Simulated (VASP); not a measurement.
A run of VASP 6.6.1:

File INCAR:

```
  ALGO = Normal
  EDIFF = 1E-6
  EDIFFG = -0.01
  ENCUT = 600
  GGA = PE
  IBRION = 2
  ISIF = 3
  ISMEAR = 0
  IVDW = 12
  KPAR = 4
  LASPH = T
  LATTICE_CONSTRAINTS = .TRUE. .TRUE. .FALSE.
  LCHARG = F
  LREAL = F
  LWAVE = F
  NELM = 80
  NSW = 90
  PREC = Accurate
  SIGMA = 0.03
```

Contents of KPOINTS:

```
k-points
0
Gamma
  12 12 1
```

The input POSCAR:

```
MoS2
1.0
    3.1690000000      0.0000000000      0.0000000000
   -1.5845000000      2.7444345000      0.0000000000
    0.0000000000      0.0000000000     27.2922960000
S Mo
4 2
Direct
    0.3333333300      0.6666666700      0.3297633900
    0.3333333300      0.6666666700      0.4444586100
    0.6666666700      0.3333333300      0.5555413900
    0.6666666700      0.3333333300      0.6702366100
    0.6666666700      0.3333333300      0.3871110000
    0.3333333300      0.6666666700      0.6128890000
```

Potentials or basis: VASP PAW PBE potentials, release 64 (S, Mo_sv).

Command:

```console
$ cat potpaw_PBE.64/S/POTCAR potpaw_PBE.64/Mo_sv/POTCAR > POTCAR
$ mpirun -np 4 vasp_std > vasp.out
```

Hardware: 4 MPI ranks on Intel(R) Xeon(R) 6975P-C (Granite Rapids), on a shared host.

Estimate the wall time of this run.

Run time: 6.9 min on 4 MPI ranks on Intel(R) Xeon(R) 6975P-C (Granite Rapids), with other jobs on the host, peak memory 0.56 GiB a rank. Counts: scf iterations 157, k points 19, ion steps 23.
